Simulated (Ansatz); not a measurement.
A relaxed cell of GaAs is given with its symmetry left out. It was relaxed at this level from a cell as deposited in COD.

Level of theory: DFT PBE, scalar-relativistic, plane waves, PAW in Ansatz 0.2.0. Cutoff 420 eV, Γ-centred mesh, Gaussian smearing, no spin polarisation.

```yaml
crystal:
  lattice:
    - [0.00000, 2.87269, 2.87269]
    - [2.87269, 0.00000, 2.87269]
    - [2.87269, 2.87269, 0.00000]
  atoms:
    - { symbol: Ga, position: [0.00000, 0.00000, 0.00000] }
    - { symbol: As, position: [0.75000, 0.75000, 0.75000] }
```

Formation energies are uncorrected and refer to the elements' standard structures at the same level.

Problem. What space group does it have?

Solution. F-43m (No. 216), the zinc blende type. Conventional cell: a = 5.745 Å. Around Ga lie 4 As at 2.49 Å; As has 4 Ga at 2.49 Å.

Problem. How far does it lie from the elements in energy?

Solution. −0.352 eV/atom. It lies below the elements, which doesn't yet make it stable against other compounds or structures.

Problem. Is it a metal?

Solution. No, the gap on the 12×12×12 mesh is 0.16 eV.

The last run used a 12×12×12 mesh for its 2-atom cell and Gaussian smearing of 0.02 eV. Kohn–Sham gaps at this level usually fall short of measured ones. The reference form of As is held partly by dispersion forces, which this level lacks. Small gaps are read on the mesh alone, and bands can cross between its points. Symmetry constrained the relaxation, so the result can be a saddle point.
